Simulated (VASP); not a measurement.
# RuS2 (P-3m1) in VASP: notebook, part 2 of 2

VASP 6.6.1. Earlier steps stand in the parts before.

**5. Single point, PBEsol+U**

INCAR reads:

```
ALGO = Normal ; EDIFF = 1E-7
ENCUT = 520 ; GGA = PS
ISIF = 2 ; ISMEAR = 0
LASPH = T ; LCHARG = F
LDAU = T ; LDAUJ = 0 0
LDAUL = 2 -1 ; LDAUPRINT = 1
LDAUTYPE = 2 ; LDAUU = 3 0
LMAXMIX = 4 ; LREAL = F
LWAVE = F ; NBANDS = 20
NELM = 60 ; PREC = Accurate
SIGMA = 0.05
```

KPOINTS reads:

```
k-points
0
Gamma
  6 6 4
```

POSCAR reads:

```
RuS2
1.0
    3.5211794000      0.0000000000      0.0000000000
   -1.7605897000      3.0494308100      0.0000000000
    0.0000000000      0.0000000000      5.6803931900
Ru S
1 2
Direct
    0.0000000000      0.0000000000      0.0000000000
    0.3333333333      0.6666666667      0.2520000000
    0.6666666667      0.3333333333      0.7480000000
```

Potentials or basis: VASP PAW PBE potentials, release 64 (Ru_pv, S).

Run with:

```console
$ cat potpaw_PBE.64/Ru_pv/POTCAR potpaw_PBE.64/S/POTCAR > POTCAR
$ mpirun -np 1 vasp_std > vasp.out
```

OUTCAR:

```text
EDIFF = 1E-7
   ENCUT = 520
   GGA = PS
   ISIF = 2
   ISMEAR = 0
   LASPH = T
   LREAL = F
   NELM = 60
   PREC = Accurate

 ion  position               nearest neighbor table
   1  0.000  0.000  0.000-   2 2.49   3 2.49   3 2.49   2 2.49   3 2.49   2 2.49
   2  0.333  0.667  0.252-   1 2.49   1 2.49   1 2.49
   3  0.667  0.333  0.748-   1 2.49   1 2.49   1 2.49

  LATTYP: Found a hexagonal cell.
 ALAT       =     3.5211794000
 C/A-ratio  =     1.6132075492

  Lattice vectors:

 A1 = (   3.5211794000,   0.0000000000,   0.0000000000)
 A2 = (  -1.7605897000,   3.0494308100,   0.0000000000)
 A3 = (   0.0000000000,   0.0000000000,   5.6803931900)

Analysis of symmetry for initial positions (statically):
=====================================================================
 Subroutine PRICEL returns:
 Original cell was already a primitive cell.

 Routine SETGRP: Setting up the symmetry group for a
 hexagonal supercell.

 Subroutine GETGRP returns: Found 12 space group operations
 (whereof 12 operations were pure point group operations)
 out of a pool of 24 trial point group operations.

The static configuration has the point symmetry D_3d.

Analysis of symmetry for dynamics (positions and initial velocities):
=====================================================================
 Subroutine PRICEL returns:
 Original cell was already a primitive cell.

 Routine SETGRP: Setting up the symmetry group for a
 hexagonal supercell.

 Subroutine GETGRP returns: Found 12 space group operations
 (whereof 12 operations were pure point group operations)
 out of a pool of 24 trial point group operations.

The dynamic configuration has the point symmetry D_3d.

 Subroutine INISYM returns: Found 12 space group operations
 (whereof 12 operations are pure point group operations),
 and found     1 'primitive' translations

----------------------------------------------------------------------------------------

                                     Primitive cell

  volume of cell :      60.9937

  direct lattice vectors                    reciprocal lattice vectors
     3.521179400  0.000000000  0.000000000     0.283995754  0.163965025  0.000000000
    -1.760589700  3.049430810  0.000000000     0.000000000  0.327930051  0.000000000
     0.000000000  0.000000000  5.680393190     0.000000000  0.000000000  0.176044152

  length of vectors
     3.521179400  3.521179399  5.680393190     0.327930051  0.327930051  0.176044152

  position of ions in fractional coordinates (direct lattice)
     0.000000000  0.000000000  0.000000000
     0.333333333  0.666666667  0.252000000
     0.666666667  0.333333333  0.748000000

  ion indices of the primitive-cell ions
   primitive index   ion index
                 1           1
                 2           2
                 3           3

[... 86 lines left out ...]
   EFERMI_NEDOS =   21; number of points for ismear=-14 and -15
   IALGO  =     38    algorithm
   IMIX   =      4    mixing-type and parameters
     AMIX     =   0.40;   BMIX     =  1.00
     AMIX_MAG =   1.60;   BMIX_MAG =  1.00
  volume/ion in A,a.u.               =      20.33       137.20
  Fermi-wavevector in a.u.,A,eV,Ry     =   1.232076  2.328286 20.653798  1.518011
  Thomas-Fermi vector in A             =   2.366860
   LORBIT       =      0    0 simple, 1 ext, 2 COOP (PROOUT), +10 PAW based schemes
 LDA+U is selected, type is set to LDAUTYPE =  2
   angular momentum for each species LDAUL =     2   -1
   U (eV)           for each species LDAUU =   3.0  0.0
   J (eV)           for each species LDAUJ =   0.0  0.0
   GGA     = PS    functional components
   LHFCALC =     F    Hartree Fock is set to
   AEXX    =    0.0000 exact exchange contribution
   IVDW    =     0    specifies the selected vdW correction
   LEPSILON=     F    determine dielectric tensor
   LRPA    =     F    only Hartree local field effects (RPA)
 non-spin polarized calculation
 Gauss-broadening in eV      SIGMA  =   0.05
  energy-cutoff  :      520.00
  volume of cell :       60.99
 maximum number of plane-waves:      1671
 NGX is ok and might be reduce to    28
   NGX = 13   NGY = 13   NGZ = 21

atom =   1  type =  1  l = 2

 onsite density matrix

spin component  1

  0.6297  0.0000  0.0000  0.1232 -0.0000
  0.0000  0.5123 -0.0000 -0.0000  0.1232
  0.0000 -0.0000  0.6999  0.0000 -0.0000
  0.1232 -0.0000  0.0000  0.5123  0.0000
 -0.0000  0.1232 -0.0000  0.0000  0.6297

spin component  2

  0.6297  0.0000  0.0000  0.1232 -0.0000
  0.0000  0.5123 -0.0000 -0.0000  0.1232
  0.0000 -0.0000  0.6999  0.0000 -0.0000
  0.1232 -0.0000  0.0000  0.5123  0.0000
 -0.0000  0.1232 -0.0000  0.0000  0.6297

 occupancies and eigenvectors

  o =  0.4345  v =  0.0000  0.8456 -0.0000 -0.0000 -0.5337  0.0000  0.0000  0.0000  0.0000  0.0000      0.0000  0.0000  0.0000  0.0000  0.0000  0.0000  0.0000  0.0000  0.0000  0.0000
  o =  0.4345  v =  0.0000  0.0000  0.0000  0.0000  0.0000  0.0000  0.8456 -0.0000 -0.0000 -0.5337      0.0000  0.0000  0.0000  0.0000  0.0000  0.0000  0.0000  0.0000  0.0000  0.0000
  o =  0.4345  v =  0.0000  0.0000  0.0000  0.0000  0.0000 -0.5337  0.0000  0.0000  0.8456 -0.0000      0.0000  0.0000  0.0000  0.0000  0.0000  0.0000  0.0000  0.0000  0.0000  0.0000
  o =  0.4345  v = -0.5337  0.0000  0.0000  0.8456 -0.0000  0.0000  0.0000  0.0000  0.0000  0.0000      0.0000  0.0000  0.0000  0.0000  0.0000  0.0000  0.0000  0.0000  0.0000  0.0000
  o =  0.6999  v =  0.0000  0.0000  1.0000 -0.0000  0.0000  0.0000  0.0000  0.0000  0.0000  0.0000      0.0000  0.0000  0.0000  0.0000  0.0000  0.0000  0.0000  0.0000  0.0000  0.0000
  o =  0.6999  v =  0.0000  0.0000  0.0000  0.0000  0.0000  0.0000  0.0000  1.0000 -0.0000  0.0000      0.0000  0.0000  0.0000  0.0000  0.0000  0.0000  0.0000  0.0000  0.0000  0.0000
  o =  0.7075  v =  0.0000 -0.5337  0.0000 -0.0000 -0.8456  0.0000  0.0000  0.0000  0.0000  0.0000      0.0000  0.0000  0.0000  0.0000  0.0000  0.0000  0.0000  0.0000  0.0000  0.0000
  o =  0.7075  v =  0.0000  0.0000  0.0000  0.0000  0.0000  0.0000 -0.5337  0.0000 -0.0000 -0.8456      0.0000  0.0000  0.0000  0.0000  0.0000  0.0000  0.0000  0.0000  0.0000  0.0000
  o =  0.7075  v = -0.8456  0.0000 -0.0000 -0.5337  0.0000  0.0000  0.0000  0.0000  0.0000  0.0000      0.0000  0.0000  0.0000  0.0000  0.0000  0.0000  0.0000  0.0000  0.0000  0.0000
  o =  0.7075  v =  0.0000  0.0000  0.0000  0.0000  0.0000 -0.8456  0.0000 -0.0000 -0.5337  0.0000      0.0000  0.0000  0.0000  0.0000  0.0000  0.0000  0.0000  0.0000  0.0000  0.0000

 number of electron      26.0000006 magnetization

 Free energy of the ion-electron system (eV)
  ---------------------------------------------------
  ext. energy  EPLUGINS =         0.00000000
  ---------------------------------------------------
  free energy    TOTEN  =       -15.57319615 eV

  energy without entropy =      -15.55849065  energy(sigma->0) =      -15.56584340

 E-fermi :   4.6831     XC(G=0): -10.3517

 val. band max:        4.6788319246   @ k =   0.1667   0.1667   0.2500
 cond. band min:       4.6885805861   @ k =   0.3333  -0.0000   0.5000
 fundamental gap:      0.0097486616
 Fermi energy:         4.6831004006

 k-point     1 :       0.0000    0.0000    0.0000
  band No.  band energies     occupation
      1     -37.4553      2.00000
      2     -37.3528      2.00000
      3     -37.3528      2.00000
      4      -8.7809      2.00000
      5      -7.1731      2.00000
      6      -0.6479      2.00000
[... 541 lines left out ...]
     19      13.1688      0.00000
     20      13.2659      0.00000

------------------------ aborting loop because EDIFF is reached ----------------------------------------

  FORCE on cell =-STRESS in cart. coord.  units (eV):
  Direction    XX          YY          ZZ          XY          YZ          ZX
  --------------------------------------------------------------------------------------
  -------------------------------------------------------------------------------------
  Total       -6.3044960     -6.3044960     -6.9120901      0.0000000     -0.0000000      0.0000000
  in kB     -165.6058304   -165.6058302   -181.5660468      0.0000000     -0.0000000      0.0000000
  external PRESSURE =    -170.9259025 kB  Pullay stress =       0.0000000 kB

 VOLUME and BASIS-vectors are now :
 -----------------------------------------------------------------------------
  energy-cutoff  :      520.00
  volume of cell :       60.99
      direct lattice vectors                 reciprocal lattice vectors
     3.521179400  0.000000000  0.000000000     0.283995754  0.163965025  0.000000000
    -1.760589700  3.049430810  0.000000000     0.000000000  0.327930051  0.000000000
     0.000000000  0.000000000  5.680393190     0.000000000  0.000000000  0.176044152

 POSITION                                       TOTAL-FORCE (eV/Angst)
 -----------------------------------------------------------------------------------
      0.00000      0.00000      0.00000        -0.000000      0.000000      0.000000
     -0.00000      2.03295      1.43146         0.000000      0.000000     -1.795237
      1.76059      1.01648      4.24893        -0.000000     -0.000000      1.795237
 -----------------------------------------------------------------------------------
    total drift:                                0.000000     -0.000000      0.000000

  FREE ENERGIE OF THE ION-ELECTRON SYSTEM (eV)
  ---------------------------------------------------
  free  energy   TOTEN  =       -15.5731961495 eV

  energy  without entropy=      -15.5584906450  energy(sigma->0) =      -15.56584340
```

OSZICAR:

```text
N       E                     dE             d eps       ncg     rms          rms(c)
DAV:   1     0.174928007225E+03    0.17493E+03   -0.13961E+04  1040   0.119E+03
DAV:   2    -0.865494968533E+01   -0.18358E+03   -0.17950E+03  1112   0.293E+02
DAV:   3    -0.163546544409E+02   -0.76997E+01   -0.76067E+01  1152   0.575E+01
DAV:   4    -0.164803771269E+02   -0.12572E+00   -0.12558E+00  1192   0.763E+00
DAV:   5    -0.164834668492E+02   -0.30897E-02   -0.30894E-02  1272   0.110E+00    0.150E+01
DAV:   6    -0.172073576193E+02   -0.72389E+00   -0.22071E+01  1056   0.273E+01    0.117E+01
DAV:   7    -0.155544148381E+02    0.16529E+01   -0.88842E+00  1000   0.205E+01    0.483E+00
DAV:   8    -0.155573670173E+02   -0.29522E-02   -0.49050E-01  1104   0.443E+00    0.138E+00
DAV:   9    -0.155667940376E+02   -0.94270E-02   -0.24419E-02  1088   0.957E-01    0.602E-01
DAV:  10    -0.155720103298E+02   -0.52163E-02   -0.68634E-03  1104   0.451E-01    0.254E-01
DAV:  11    -0.155728007999E+02   -0.79047E-03   -0.25131E-03  1080   0.305E-01    0.114E-01
DAV:  12    -0.155729214211E+02   -0.12062E-03   -0.21738E-04  1252   0.779E-02    0.773E-02
DAV:  13    -0.155731169117E+02   -0.19549E-03   -0.46775E-04  1100   0.895E-02    0.444E-02
DAV:  14    -0.155731763219E+02   -0.59410E-04   -0.22492E-04  1296   0.612E-02    0.240E-02
DAV:  15    -0.155731933863E+02   -0.17064E-04   -0.78560E-05  1140   0.374E-02    0.131E-02
DAV:  16    -0.155731955703E+02   -0.21840E-05   -0.13007E-05  1224   0.197E-02    0.434E-03
DAV:  17    -0.155731961950E+02   -0.62472E-06   -0.16884E-06  1256   0.582E-03    0.325E-03
DAV:  18    -0.155731961495E+02    0.45473E-07   -0.36442E-08   592   0.120E-03
   1 F= -.15573196E+02 E0= -.15565843E+02  d E =-.147055E-01
```

Run time: 21 s. Hardware: 1 thread of AMD EPYC 9R45 (Zen 5), shared host; peak memory 0.15 GiB.

What came out:

```yaml
Free_energy: -15.5732 eV
Pressure: -17.1 GPa
Largest_force: 1.795 eV/Å
Band_gap_on_the_k_mesh: none (metal or under the smearing width)
```

Forces on the atoms (eV/Å):
```
Ru   0.000  0.000  0.000
S    0.000  0.000 -1.795
S    0.000  0.000  1.795
```

Levels at points of the mesh, in eV from the Fermi level:
```
           k point  band 9  band 10  band 11  band 12  band 13  band 14  band 15  band 16  band 17  band 18
(0.00, 0.00, 0.00)   -1.37    -1.37    -0.69    -0.10    -0.10     0.08     2.78     2.78     5.95     6.02
(0.50, 0.00, 0.00)   -3.32    -2.49    -1.63    -1.17    -0.55    -0.03     2.86     3.16     6.82     6.83
(0.00, 0.00, 0.50)   -2.26    -1.38    -1.38    -0.30    -0.30     0.03     3.13     3.13     6.54     7.67
(0.50, 0.00, 0.50)   -3.26    -1.49    -1.26    -1.10    -0.55    -0.09     2.59     3.44     5.83     6.23
```

Eigenvalues of the final occupation matrices:
| site | spin | trace | eigenvalues |
| --- | --- | --- | --- |
| site 1 d | 1 | 2.98 | 0.43 0.43 0.70 0.71 0.71 |
| site 1 d | 2 | 2.98 | 0.43 0.43 0.70 0.71 0.71 |

Caveat: the PAW data sets were made with another functional, which shifts forces and pressure a little; U without spin polarisation on a metal has little footing.

**6. Overview**

| level | spin | U | fixed moment (μB) | gap on the mesh (eV) | pressure (GPa) | moment (μB) | largest force (eV/Å) |
| --- | --- | --- | --- | --- | --- | --- | --- |
| r2SCAN | collinear, random start | - | - | none | -12.2 | 1.88 | 1.40 |
| r2SCAN | collinear, ferromagnetic start | - | 2 | - | -11.9 | 2.00 | 1.36 |
| r2SCAN | off | - | - | none | -14.7 | - | 1.76 |
| PBEsol+U | off | Ru d U = 3 eV | - | none | -17.1 | - | 1.80 |

Alike in all rows: task single point; potentials or basis VASP PAW PBE potentials, release 64 (Ru_pv, S); cell as given; k mesh 6 × 6 × 4; cutoff (eV) 520; smearing gaussian 0.05 eV.

Every run on the cell as given and a fine mesh finds a metal. The pressure there spans -17.1 GPa (PBEsol+U) to -11.9 GPa (r2SCAN); a positive pressure means that this level wants a larger cell, a negative one a smaller.

Caveats: the PAW data sets were made with another functional, which shifts forces and pressure a little; the total moment is fixed, so each spin has its own Fermi level (some runs); U without spin polarisation on a metal has little footing (some runs).

Absolute energies hang on the potentials; compare differences alone.
